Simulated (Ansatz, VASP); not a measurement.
## One calculation of BN, two programs

Contents of INCAR:

```
SYSTEM = BN
PREC     = Accurate       ! precision mode
ENCUT    = 520            ! plane-wave cutoff, eV
EDIFF    = 1E-7           ! SCF threshold, eV
ISMEAR   = 0              ! smearing method
SIGMA    = 0.05           ! smearing width, eV
LREAL    = .False.        ! projectors in reciprocal space
LASPH    = .True.         ! aspherical terms in the spheres
NELM     = 100            ! most SCF steps
ALGO     = Normal         ! electronic algorithm
ISIF     = 2              ! what is computed and relaxed
LWAVE    = .False.        ! write WAVECAR
LCHARG   = .False.        ! write CHGCAR
GGA      = PE             ! functional
NBANDS   = 11             ! bands
```

Contents of KPOINTS:

```
regular mesh
0
Gamma
  12 12 12
  0 0 0
```

Contents of POSCAR:

```
BN
1.0
    0.0000000000      1.8855210400      1.9580410800
    1.8855210400      0.0000000000      1.9580410800
    1.8855210400      1.8855210400      0.0000000000
B N
1 1
Direct
    0.0000000000      0.0000000000      0.0000000000
    0.7500000000      0.7500000000      0.7500000000
```

Input for Ansatz:

```yaml
crystal:
  lattice:
    - [0.0, 1.88552104, 1.95804108]
    - [1.88552104, 0.0, 1.95804108]
    - [1.88552104, 1.88552104, 0.0]
  atoms:
    - { symbol: B, position: [0.0, 0.0, 0.0] }
    - { symbol: "N", position: [0.75, 0.75, 0.75] }
basis:
  ecutwfc: 420
kpoints:
  mp_grid: { grid: [12, 12, 12] }
hamiltonian:
  xc: pbe
scf:
  occupations: { method: gaussian, width: 0.05 }
output:
  forces: true
  stress: true
  eigenvalues: true
```

Change from the starting cell: strain +0.040 along x and y, +0.080 along z, atoms carried along.

Alike in both runs: task single point; functional PBE; k mesh 12 × 12 × 12; occupations gaussian, width 0.05 eV; no spin polarisation.

|  | VASP | Ansatz |
| --- | --- | --- |
| version | VASP 6.6.1 | Ansatz 0.2.0 |
| potentials or method | VASP PAW PBE potentials, release 64 (B, N) | scalar-relativistic, plane waves, PAW |
| plane-wave cutoff (eV) | 520 | 420 |
| valence electrons in the cell | 8 | 8 |

Ansatz gave:

| Item | Value |
| --- | --- |
| gap on the k mesh at the Fermi level (eV) | 3.98 |
| least direct gap on the mesh (eV) | 7.65 |
| pressure (GPa) | -43.4 |
| largest component of the traceless stress (GPa) | 13.76 |

**Question.** Which values does VASP return?

**Answer.** gap on the k mesh at the Fermi level (eV): 3.97; least direct gap on the mesh (eV): 7.67; pressure (GPa): -43.5; largest component of the traceless stress (GPa): 13.77.

With one functional, cell and mesh, what is left measures potentials, basis and numerics.

Caveats: the cell as given lies far from equilibrium; so large a pressure means that the cell lies far from this level's equilibrium, or that cutoff or potentials fall short (VASP). A k mesh can miss the band edges.
